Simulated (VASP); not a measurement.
# BaTiO3: the band gap up a ladder of functionals

Aim: the band gap of BaTiO3 at many levels of theory on one cell, with the cost of each. The levels: LDA, PBEsol, PBE, r2SCAN, TB-mBJ, AM05, HSE06, B3LYP, PBE-EpsX, PBE + SOC and TB-mBJ + SOC. The start is a cell from a database of measured crystal structures.

Main program and level: VASP 6.6.1; LDA; plane waves and PAW (Ba_sv, Ti_sv, O), in the first sound run; inputs show where later runs differ.

Most raw output is cut from this account.

The database entry behind the starting cell differs from later determinations by our own check (c/a about 0.6 % short), so it need not match the best structure at ambient conditions.

**1. The starting structure**

It takes space group P4mm (No. 99, tetragonal). The conventional cell has a = 4.000 Å, b = 4.000 Å, c = 4.018 Å, α = 90.00°, β = 90.00°, γ = 90.00°. Nearest to Ba lie 12 O at 2.79 to 2.88 Å. Ti has 6 O at 1.89 to 2.13 Å nearest. Nearest to O lie 2 Ti at 1.89 to 2.13 Å and 4 Ba at 2.83 Å. O has 2 Ti at 2.00 Å and 4 Ba at 2.79 to 2.88 Å nearest. Farther neighbours and most contacts between anions are not listed.

Structure file:

```cif
data_structure
_symmetry_space_group_name_H-M 'P 1'
_symmetry_Int_Tables_number 1
_cell_length_a 3.9998
_cell_length_b 3.9998
_cell_length_c 4.0180
_cell_angle_alpha 90.000
_cell_angle_beta 90.000
_cell_angle_gamma 90.000
_cell_volume 64.28
loop_
_atom_site_label
_atom_site_type_symbol
_atom_site_fract_x
_atom_site_fract_y
_atom_site_fract_z
_atom_site_occupancy
Ba1 Ba 0.00000 0.00000 0.00000 1
Ti2 Ti 0.50000 0.50000 0.49000 1
O3 O 0.50000 0.50000 0.01900 1
O4 O 0.50000 0.00000 0.51700 1
O5 O 0.00000 0.50000 0.51700 1
```

**2. Bands with LDA, k 4×4×4**

The mesh alone shows little of the dispersion and can miss band extrema, so KPOINTS_OPT adds a path through the symmetry points after the self-consistent cycle. LDA, the lowest rung, knows the local density alone.

The input, INCAR:

```
SYSTEM = BaTiO3
PREC = Accurate
ENCUT = 520
EDIFF = 1E-06
NELM = 100
ISMEAR = 0
SIGMA = 0.02
LREAL = .FALSE.
ALGO = Normal
GGA = CA
NBANDS = 35
LORBIT = 11
LWAVE = .FALSE.
LCHARG = .FALSE.
KPAR = 8
```

The input, POSCAR:

```
BaTiO3
1.0
    3.9998000000      0.0000000000      0.0000000000
    0.0000000000      3.9998000000      0.0000000000
    0.0000000000      0.0000000000      4.0180000000
Ba Ti O
1 1 3
Direct
    0.0000000000      0.0000000000      0.0000000000
    0.5000000000      0.5000000000      0.4900000000
    0.5000000000      0.5000000000      0.0190000000
    0.5000000000      0.0000000000      0.5170000000
    0.0000000000      0.5000000000      0.5170000000
```

The input, KPOINTS:

```
Automatic mesh
0
Gamma
4 4 4
0 0 0
```

The input, KPOINTS_OPT:

```
Line mode
16
Line-mode
Reciprocal
  0.00000000   0.00000000   0.00000000 GAMMA
  0.00000000   0.50000000   0.00000000 X

  0.00000000   0.50000000   0.00000000 X
  0.50000000   0.50000000   0.00000000 M

  0.50000000   0.50000000   0.00000000 M
  0.00000000   0.00000000   0.00000000 GAMMA

  0.00000000   0.00000000   0.00000000 GAMMA
  0.00000000   0.00000000   0.50000000 Z

  0.00000000   0.00000000   0.50000000 Z
  0.00000000   0.50000000   0.50000000 R

  0.00000000   0.50000000   0.50000000 R
  0.50000000   0.50000000   0.50000000 A

  0.50000000   0.50000000   0.50000000 A
  0.00000000   0.00000000   0.50000000 Z

  0.00000000   0.50000000   0.00000000 X
  0.00000000   0.50000000   0.50000000 R

  0.50000000   0.50000000   0.00000000 M
  0.50000000   0.50000000   0.50000000 A
```

Potentials, in the order of the species: Ba_sv, Ti_sv and O (PBE family, release 64).

Run with:

```console
mpirun -np 8 vasp_std
```

Wall time 30 s (8 MPI ranks of Intel Xeon 6975P-C (Granite Rapids), shared host); peak memory 1.7 GiB.

Harder data sets than Ba_sv exist (the GW ones), and pressures, volumes and forces can shift noticeably with them. The PAW data sets were made with PBE, though LDA sets exist; this is a small mismatch. At this level the cell is under a tension of 6.4 GPa, so at these settings it is away from equilibrium.

This step gave:

```
SCF cycles                        : 15
electrons                         : 40
bands                             : 35
irreducible k-points              : 18
symmetry operations               : 8
free energy (TOTEN)               : -44.26 eV
Fermi energy                      : 3.748 eV
pressure                          : -6.403 GPa
metallic                          : no
least gap on mesh and path        : 1.668 eV
least direct gap on mesh and path : 1.955 eV
valence top at k                  : 0.5, 0.5, 0.5
conduction bottom at k            : 0, 0, 0
least direct gap at k             : 0, 0.03333, 0
```

The electronic bands at the labelled points (eV, zero at the valence-band top; v1 is the highest filled band, c1 the lowest empty one):

```csv
point,v4,v3,v2,v1,c1,c2,c3,c4
Γ,-1.16,-0.30,-0.29,-0.29,1.67,1.89,1.89,3.98
0.53 of the way,-1.62,-1.33,-0.71,-0.61,1.96,2.74,2.76,4.05
X,-1.86,-1.76,-0.96,-0.84,2.03,3.44,3.48,4.04
0.47 of the way,-1.54,-1.50,-1.07,-0.58,2.65,3.48,3.55,4.59
M,-1.77,-0.97,-0.97,-0.09,3.49,3.49,3.87,4.70
0.47 of the way,-1.77,-1.10,-1.00,-0.48,2.69,2.87,3.10,4.60
Γ,-1.16,-0.30,-0.29,-0.29,1.67,1.89,1.89,3.98
0.47 of the way,-1.58,-1.21,-0.50,-0.50,1.74,2.68,2.68,3.98
Z,-1.97,-1.97,-0.71,-0.71,1.83,3.51,3.51,3.99
0.53 of the way,-1.39,-1.36,-1.11,-0.53,2.80,3.51,3.59,4.68
R,-1.74,-0.90,-0.88,-0.17,3.46,3.52,3.86,4.82
0.53 of the way,-2.50,-0.54,-0.49,-0.12,3.80,3.80,4.01,6.26
A,-2.42,-0.08,-0.08,0.00,4.12,4.12,4.12,6.47
0.53 of the way,-2.12,-0.97,-0.73,-0.66,3.11,3.62,3.65,5.71
Z,-1.97,-1.97,-0.71,-0.71,1.83,3.51,3.51,3.99
jump to X,-1.86,-1.76,-0.96,-0.84,2.03,3.44,3.48,4.04
0.53 of the way,-1.45,-1.37,-1.16,-0.52,2.89,3.45,3.60,4.69
R,-1.74,-0.90,-0.88,-0.17,3.46,3.52,3.86,4.82
jump to M,-1.77,-0.97,-0.97,-0.09,3.49,3.49,3.87,4.70
0.47 of the way,-2.57,-0.67,-0.67,-0.05,3.75,3.75,3.98,5.93
A,-2.42,-0.08,-0.08,0.00,4.12,4.12,4.12,6.47
```

The largest weight of each band there:

```csv
point,v4,v3,v2,v1,c1,c2,c3,c4
Γ,O 0.99,O 0.91,O 0.90,O 0.90,Ti 0.96,Ti 0.89,Ti 0.89,Ti 0.95
X,O 0.70,O 0.77,O 0.87,O 0.91,Ti 0.94,Ti 0.80,Ti 0.80,Ti 0.94
M,O 0.85,O 0.88,O 0.88,O 0.97,Ti 0.82,Ti 0.82,Ti 0.86,Ti 0.89
Γ,O 0.99,O 0.91,O 0.90,O 0.90,Ti 0.96,Ti 0.89,Ti 0.89,Ti 0.95
Z,O 0.70,O 0.70,O 0.93,O 0.93,Ti 1.00,Ti 0.80,Ti 0.80,Ti 0.95
R,O 0.86,O 0.88,O 0.88,O 0.97,Ti 0.82,Ti 0.82,Ti 0.86,Ti 0.88
```

Force by atom:

```csv
atom,x (eV/Å),y (eV/Å),z (eV/Å),size
Ba1,0.000,0.000,0.036,0.036
Ti2,0.000,0.000,-0.242,0.242
O3,0.000,0.000,0.396,0.396
O4,0.000,0.000,-0.095,0.095
O5,0.000,0.000,-0.095,0.095
```

The gap is 1.67 eV, indirect, from A to Γ.

**3. Bands with PBEsol, k 4×4×4**

This step: PBEsol; plane waves and PAW (Ba_sv, Ti_sv, O) (VASP 6.6.1).

PBEsol restores the gradient expansion of exchange and is tuned for the cells of solids.

Edit INCAR of step 2 so:

```diff
@@ -9,3 +9,3 @@
 ALGO = Normal
-GGA = CA
+GGA = PS
 NBANDS = 35
```

POSCAR is that of step 2.

KPOINTS is that of step 2.

KPOINTS_OPT is that of step 2.

Run with:

```console
mpirun -np 8 vasp_std
```

Run time: 24 s. Hardware: 8 MPI ranks; peak memory 1.8 GiB; 3 min of CPU time.

The PAW data sets were made with PBE, which is usual practice but a small mismatch for other functionals. At this level the cell is under a tension of 2.0 GPa, so at these settings it is away from equilibrium.

Numbers from this step:

| Quantity | Value |
| --- | --- |
| free energy (TOTEN) | -41.98 eV |
| Fermi energy | 3.880 eV |
| pressure | -2.019 GPa |
| least gap on mesh and path | 1.715 eV |
| least direct gap on mesh and path | 2.008 eV |
| least direct gap at k | 0, 0, 0 |

Electronic bands along the path, in eV, zero at the valence-band top; v1 is the highest filled band, c1 the lowest empty one:

```csv
point,v4,v3,v2,v1,c1,c2,c3,c4
Γ,-1.15,-0.30,-0.29,-0.29,1.71,1.94,1.94,3.99
0.53 of the way,-1.61,-1.34,-0.71,-0.61,2.01,2.78,2.80,4.06
X,-1.86,-1.76,-0.96,-0.85,2.08,3.48,3.51,4.04
0.47 of the way,-1.55,-1.51,-1.07,-0.58,2.69,3.52,3.59,4.60
M,-1.78,-0.98,-0.98,-0.09,3.53,3.53,3.91,4.70
0.47 of the way,-1.77,-1.10,-1.00,-0.48,2.72,2.91,3.14,4.61
Γ,-1.15,-0.30,-0.29,-0.29,1.71,1.94,1.94,3.99
0.47 of the way,-1.57,-1.22,-0.50,-0.50,1.79,2.72,2.72,3.99
Z,-1.97,-1.97,-0.72,-0.72,1.88,3.54,3.54,3.99
0.53 of the way,-1.39,-1.36,-1.12,-0.54,2.84,3.55,3.62,4.68
R,-1.75,-0.91,-0.90,-0.17,3.50,3.55,3.90,4.82
0.53 of the way,-2.51,-0.54,-0.49,-0.12,3.83,3.84,4.04,6.26
A,-2.44,-0.08,-0.08,0.00,4.16,4.16,4.16,6.45
0.53 of the way,-2.12,-0.97,-0.74,-0.66,3.15,3.66,3.69,5.72
Z,-1.97,-1.97,-0.72,-0.72,1.88,3.54,3.54,3.99
jump to X,-1.86,-1.76,-0.96,-0.85,2.08,3.48,3.51,4.04
0.53 of the way,-1.45,-1.37,-1.17,-0.53,2.93,3.49,3.64,4.69
R,-1.75,-0.91,-0.90,-0.17,3.50,3.55,3.90,4.82
jump to M,-1.78,-0.98,-0.98,-0.09,3.53,3.53,3.91,4.70
0.47 of the way,-2.57,-0.67,-0.67,-0.05,3.79,3.79,4.02,5.93
A,-2.44,-0.08,-0.08,0.00,4.16,4.16,4.16,6.45
```

The largest weight of each band there:

```csv
point,v4,v3,v2,v1,c1,c2,c3,c4
Γ,O 0.99,O 0.91,O 0.90,O 0.90,Ti 0.96,Ti 0.89,Ti 0.89,Ti 0.95
X,O 0.70,O 0.78,O 0.87,O 0.91,Ti 0.94,Ti 0.80,Ti 0.80,Ti 0.94
M,O 0.85,O 0.88,O 0.88,O 0.97,Ti 0.82,Ti 0.82,Ti 0.87,Ti 0.89
Γ,O 0.99,O 0.91,O 0.90,O 0.90,Ti 0.96,Ti 0.89,Ti 0.89,Ti 0.95
Z,O 0.71,O 0.71,O 0.93,O 0.93,Ti 1.00,Ti 0.80,Ti 0.80,Ti 0.95
R,O 0.86,O 0.88,O 0.88,O 0.97,Ti 0.82,Ti 0.82,Ti 0.87,Ti 0.88
```

Force by atom:

```csv
atom,x (eV/Å),y (eV/Å),z (eV/Å),size
Ba1,0.000,0.000,0.052,0.052
Ti2,0.000,0.000,-0.227,0.227
O3,0.000,0.000,0.353,0.353
O4,0.000,0.000,-0.089,0.089
O5,0.000,0.000,-0.089,0.089
```

The gap is 1.71 eV, indirect, from A to Γ. Against LDA that is +0.05 eV; the cost is about the same.

**4. Bands with PBE, k 4×4×4**

This step: PBE; plane waves and PAW (Ba_sv, Ti_sv, O) (VASP 6.6.1).

PBE, the usual starting point, adds the gradient of the density.

Edit INCAR of step 3 so:

```diff
@@ -9,3 +9,3 @@
 ALGO = Normal
-GGA = PS
+GGA = PE
 NBANDS = 35
```

POSCAR is that of step 3.

KPOINTS is that of step 3.

KPOINTS_OPT is that of step 3.

Run with:

```console
mpirun -np 8 vasp_std
```

The job ended after 28 s (8 MPI ranks; peak memory 1.7 GiB; 3.6 min of CPU time).

At this level the cell is under a pressure of 4.2 GPa, so at these settings it is away from equilibrium.

The electronic bands at the labelled points (eV, zero at the valence-band top; v1 is the highest filled band, c1 the lowest empty one):

```csv
point,v4,v3,v2,v1,c1,c2,c3,c4
Γ,-1.14,-0.31,-0.29,-0.29,1.76,1.98,1.98,3.95
0.53 of the way,-1.58,-1.31,-0.71,-0.61,2.04,2.80,2.81,4.03
X,-1.83,-1.73,-0.95,-0.84,2.11,3.47,3.51,4.01
0.47 of the way,-1.52,-1.50,-1.06,-0.57,2.70,3.51,3.59,4.57
M,-1.77,-0.97,-0.97,-0.09,3.52,3.52,3.91,4.68
0.47 of the way,-1.75,-1.09,-0.99,-0.48,2.74,2.92,3.16,4.58
Γ,-1.14,-0.31,-0.29,-0.29,1.76,1.98,1.98,3.95
0.47 of the way,-1.54,-1.21,-0.50,-0.50,1.83,2.74,2.74,3.95
Z,-1.94,-1.94,-0.71,-0.71,1.92,3.54,3.54,3.96
0.53 of the way,-1.37,-1.34,-1.10,-0.53,2.85,3.54,3.63,4.65
R,-1.73,-0.91,-0.89,-0.17,3.49,3.55,3.90,4.79
0.53 of the way,-2.48,-0.53,-0.48,-0.12,3.82,3.83,4.03,6.26
A,-2.42,-0.08,-0.08,0.00,4.14,4.14,4.14,6.53
0.53 of the way,-2.09,-0.95,-0.73,-0.65,3.16,3.66,3.68,5.68
Z,-1.94,-1.94,-0.71,-0.71,1.92,3.54,3.54,3.96
jump to X,-1.83,-1.73,-0.95,-0.84,2.11,3.47,3.51,4.01
0.53 of the way,-1.43,-1.35,-1.16,-0.52,2.94,3.49,3.64,4.66
R,-1.73,-0.91,-0.89,-0.17,3.49,3.55,3.90,4.79
jump to M,-1.77,-0.97,-0.97,-0.09,3.52,3.52,3.91,4.68
0.47 of the way,-2.54,-0.66,-0.66,-0.05,3.78,3.78,4.01,5.93
A,-2.42,-0.08,-0.08,0.00,4.14,4.14,4.14,6.53
```

The largest weight of each band there:

```csv
point,v4,v3,v2,v1,c1,c2,c3,c4
Γ,O 0.99,O 0.91,O 0.90,O 0.90,Ti 0.97,Ti 0.90,Ti 0.90,Ti 0.95
X,O 0.71,O 0.78,O 0.88,O 0.91,Ti 0.95,Ti 0.81,Ti 0.81,Ti 0.94
M,O 0.86,O 0.88,O 0.88,O 0.97,Ti 0.82,Ti 0.82,Ti 0.87,Ti 0.89
Γ,O 0.99,O 0.91,O 0.90,O 0.90,Ti 0.97,Ti 0.90,Ti 0.90,Ti 0.95
Z,O 0.72,O 0.72,O 0.93,O 0.93,Ti 1.00,Ti 0.81,Ti 0.81,Ti 0.95
R,O 0.86,O 0.88,O 0.89,O 0.97,Ti 0.82,Ti 0.82,Ti 0.87,Ti 0.88
```

The gap is 1.76 eV, indirect, from A to Γ. Against LDA that is +0.09 eV; the cost is about the same.

**5. Bands with r2SCAN, k 4×4×4**

This step: r2SCAN; plane waves and PAW (Ba_sv, Ti_sv, O) (VASP 6.6.1).

r2SCAN adds the kinetic-energy density, costs more than a GGA and is run with LASPH.

Edit INCAR of step 4 so:

```diff
@@ -9,3 +9,4 @@
 ALGO = Normal
-GGA = PE
+METAGGA = R2SCAN
+LASPH = .TRUE.
 NBANDS = 35
```

POSCAR is that of step 4.

KPOINTS is that of step 4.

KPOINTS_OPT is that of step 4.

Run with:

```console
mpirun -np 8 vasp_std
```

Run time: 78 s. Hardware: 8 MPI ranks; peak memory 1.8 GiB.

The electronic bands at the labelled points (eV, zero at the valence-band top; v1 is the highest filled band, c1 the lowest empty one):

```csv
point,v4,v3,v2,v1,c1,c2,c3,c4
Γ,-1.17,-0.32,-0.30,-0.30,2.15,2.36,2.36,4.23
0.53 of the way,-1.59,-1.32,-0.71,-0.63,2.42,3.17,3.17,4.30
X,-1.83,-1.73,-0.97,-0.88,2.49,3.84,3.88,4.29
0.47 of the way,-1.53,-1.53,-1.08,-0.57,3.07,3.88,3.98,4.89
M,-1.83,-0.99,-0.99,-0.09,3.89,3.89,4.31,5.02
0.47 of the way,-1.77,-1.11,-1.01,-0.49,3.11,3.28,3.55,4.90
Γ,-1.17,-0.32,-0.30,-0.30,2.15,2.36,2.36,4.23
0.47 of the way,-1.56,-1.21,-0.51,-0.51,2.22,3.10,3.10,4.23
Z,-1.95,-1.95,-0.74,-0.74,2.30,3.91,3.91,4.23
0.53 of the way,-1.38,-1.37,-1.12,-0.53,3.22,3.91,4.01,4.96
R,-1.78,-0.92,-0.91,-0.17,3.87,3.92,4.29,5.13
0.53 of the way,-2.49,-0.54,-0.48,-0.12,4.21,4.21,4.43,6.71
A,-2.44,-0.09,-0.09,0.00,4.53,4.53,4.54,7.18
0.53 of the way,-2.10,-0.96,-0.73,-0.66,3.53,4.03,4.07,6.03
Z,-1.95,-1.95,-0.74,-0.74,2.30,3.91,3.91,4.23
jump to X,-1.83,-1.73,-0.97,-0.88,2.49,3.84,3.88,4.29
0.53 of the way,-1.47,-1.36,-1.18,-0.52,3.31,3.86,4.03,4.98
R,-1.78,-0.92,-0.91,-0.17,3.87,3.92,4.29,5.13
jump to M,-1.83,-0.99,-0.99,-0.09,3.89,3.89,4.31,5.02
0.47 of the way,-2.55,-0.67,-0.67,-0.05,4.15,4.15,4.41,6.34
A,-2.44,-0.09,-0.09,0.00,4.53,4.53,4.54,7.18
```

The largest weight of each band there:

```csv
point,v4,v3,v2,v1,c1,c2,c3,c4
Γ,O 0.99,O 0.91,O 0.91,O 0.91,Ti 0.97,Ti 0.91,Ti 0.91,Ti 0.95
X,O 0.73,O 0.80,O 0.88,O 0.91,Ti 0.95,Ti 0.82,Ti 0.82,Ti 0.94
M,O 0.86,O 0.89,O 0.89,O 0.98,Ti 0.83,Ti 0.83,Ti 0.87,Ti 0.89
Γ,O 0.99,O 0.91,O 0.91,O 0.91,Ti 0.97,Ti 0.91,Ti 0.91,Ti 0.95
Z,O 0.73,O 0.73,O 0.94,O 0.94,Ti 1.00,Ti 0.82,Ti 0.82,Ti 0.95
R,O 0.86,O 0.88,O 0.89,O 0.98,Ti 0.84,Ti 0.84,Ti 0.87,Ti 0.88
```

The gap is 2.15 eV, indirect, from A to Γ. Against LDA that is +0.49 eV; this run took 2.6 times the core time.

**6. Bands with TB-mBJ, k 4×4×4**

This step: TB-mBJ; plane waves and PAW (Ba_sv, Ti_sv, O) (VASP 6.6.1).

TB-mBJ is a local potential fitted to gaps: it costs far less than a hybrid but gives no energy.

Edit INCAR of step 5 so:

```diff
@@ -4,3 +4,3 @@
 EDIFF = 1E-06
-NELM = 100
+NELM = 150
 ISMEAR = 0
@@ -9,3 +9,3 @@
 ALGO = Normal
-METAGGA = R2SCAN
+METAGGA = MBJ
 LASPH = .TRUE.
```

POSCAR is that of step 5.

KPOINTS is that of step 5.

KPOINTS_OPT is that of step 5.

Run with:

```console
mpirun -np 8 vasp_std
```

Wall time 2.1 min (8 MPI ranks); peak memory 1.9 GiB; 16 min of CPU time.

The electronic loop ended without reaching EDIFF, so its numbers are not used.

**7. Bands with AM05, k 4×4×4**

This step: AM05; plane waves and PAW (Ba_sv, Ti_sv, O) (VASP 6.6.1).

AM05 is built from the electron gas and the surface model, and does well on lattice constants.

Edit INCAR of step 6 so:

```diff
@@ -4,3 +4,3 @@
 EDIFF = 1E-06
-NELM = 150
+NELM = 100
 ISMEAR = 0
@@ -9,4 +9,3 @@
 ALGO = Normal
-METAGGA = MBJ
-LASPH = .TRUE.
+GGA = AM
 NBANDS = 35
```

POSCAR is that of step 6.

KPOINTS is that of step 6.

KPOINTS_OPT is that of step 6.

Run with:

```console
mpirun -np 8 vasp_std
```

Wall time 29 s (8 MPI ranks); peak memory 1.8 GiB; 3.8 min of CPU time.

The electronic bands at the labelled points (eV, zero at the valence-band top; v1 is the highest filled band, c1 the lowest empty one):

```csv
point,v4,v3,v2,v1,c1,c2,c3,c4
Γ,-1.15,-0.31,-0.29,-0.29,1.71,1.94,1.94,3.97
0.53 of the way,-1.60,-1.33,-0.71,-0.61,2.01,2.78,2.79,4.04
X,-1.86,-1.76,-0.95,-0.85,2.08,3.47,3.50,4.03
0.47 of the way,-1.54,-1.51,-1.07,-0.58,2.68,3.50,3.58,4.59
M,-1.78,-0.98,-0.98,-0.09,3.52,3.52,3.91,4.70
0.47 of the way,-1.77,-1.10,-1.00,-0.48,2.72,2.90,3.14,4.60
Γ,-1.15,-0.31,-0.29,-0.29,1.71,1.94,1.94,3.97
0.47 of the way,-1.56,-1.22,-0.50,-0.50,1.79,2.71,2.71,3.97
Z,-1.97,-1.97,-0.71,-0.71,1.88,3.53,3.53,3.97
0.53 of the way,-1.38,-1.35,-1.11,-0.53,2.83,3.54,3.62,4.67
R,-1.74,-0.91,-0.90,-0.17,3.49,3.54,3.89,4.81
0.53 of the way,-2.51,-0.54,-0.49,-0.12,3.82,3.83,4.03,6.27
A,-2.44,-0.08,-0.08,0.00,4.15,4.15,4.15,6.49
0.53 of the way,-2.12,-0.96,-0.73,-0.66,3.14,3.65,3.68,5.71
Z,-1.97,-1.97,-0.71,-0.71,1.88,3.53,3.53,3.97
jump to X,-1.86,-1.76,-0.95,-0.85,2.08,3.47,3.50,4.03
0.53 of the way,-1.45,-1.37,-1.17,-0.52,2.93,3.48,3.63,4.68
R,-1.74,-0.91,-0.90,-0.17,3.49,3.54,3.89,4.81
jump to M,-1.78,-0.98,-0.98,-0.09,3.52,3.52,3.91,4.70
0.47 of the way,-2.57,-0.67,-0.67,-0.05,3.77,3.77,4.01,5.94
A,-2.44,-0.08,-0.08,0.00,4.15,4.15,4.15,6.49
```

The largest weight of each band there:

```csv
point,v4,v3,v2,v1,c1,c2,c3,c4
Γ,O 0.99,O 0.91,O 0.90,O 0.90,Ti 0.97,Ti 0.89,Ti 0.89,Ti 0.95
X,O 0.71,O 0.78,O 0.87,O 0.91,Ti 0.94,Ti 0.80,Ti 0.80,Ti 0.94
M,O 0.85,O 0.88,O 0.88,O 0.97,Ti 0.82,Ti 0.82,Ti 0.87,Ti 0.89
Γ,O 0.99,O 0.91,O 0.90,O 0.90,Ti 0.97,Ti 0.89,Ti 0.89,Ti 0.95
Z,O 0.71,O 0.71,O 0.93,O 0.93,Ti 1.00,Ti 0.80,Ti 0.80,Ti 0.95
R,O 0.86,O 0.88,O 0.88,O 0.97,Ti 0.82,Ti 0.82,Ti 0.87,Ti 0.88
```

The gap is 1.71 eV, indirect, from A to Γ. Against LDA that is +0.05 eV; the cost is about the same.

**8. Starting orbitals for the hybrid**

This step: PBE; plane waves and PAW (Ba_sv, Ti_sv, O) (VASP 6.6.1).

A hybrid converges badly from random orbitals, so a cheap semilocal run writes a WAVECAR on the same mesh first.

The input, INCAR:

```
SYSTEM = BaTiO3
PREC = Accurate
ENCUT = 520
EDIFF = 1E-05
NELM = 100
ISMEAR = 0
SIGMA = 0.02
LREAL = .FALSE.
ALGO = Normal
GGA = PE
NBANDS = 26
LORBIT = 11
LWAVE = .TRUE.
LCHARG = .FALSE.
KPAR = 8
```

POSCAR is that of step 7.

KPOINTS is that of step 7.

Run with:

```console
mpirun -np 8 vasp_std
```

Elapsed: 5 s, on 8 MPI ranks; peak memory 1.5 GiB.

The gap is read on the k-mesh alone, so it is an upper bound where the band edges lie off the mesh. At this level the cell is under a pressure of 4.3 GPa, so at these settings it is away from equilibrium.

A gap read on the k-mesh alone can miss the band edges.

This step gave:

| Quantity | Value |
| --- | --- |
| SCF cycles | 14 |
| bands | 26 |
| free energy (TOTEN) | -39.97 eV |
| Fermi energy | 3.942 eV |
| pressure | 4.262 GPa |
| gap on the k-mesh | 1.759 eV |
| least direct gap on the k-mesh | 2.051 eV |

Force by atom:

```csv
atom,x (eV/Å),y (eV/Å),z (eV/Å),size
Ba1,0.000,0.000,0.072,0.072
Ti2,0.000,0.000,-0.196,0.196
O3,0.000,0.000,0.303,0.303
O4,0.000,0.000,-0.089,0.089
O5,0.000,0.000,-0.089,0.089
```

[end of part 1 of 2]

[Lines on the potential files, build, host, timing and source positions are cut from VASP's logs without a mark.]

[Logs are printed without paths, hosts, clocks, repeated set-up lines and the standing remarks that a program may print on its own settings, such as how far it seeks lower states.]

[Hosts, paths, dates, database ids (printed as entryN), source tags and the programs' standing remarks are cut or masked in the printed files.]

[Measured values are set beside computed ones only where the two were judged alike; some that the calculation misses by far are left out.]

[In band tables of VASP the shares of atoms and orbitals are scaled to a sum of 1 inside the atoms' spheres.]
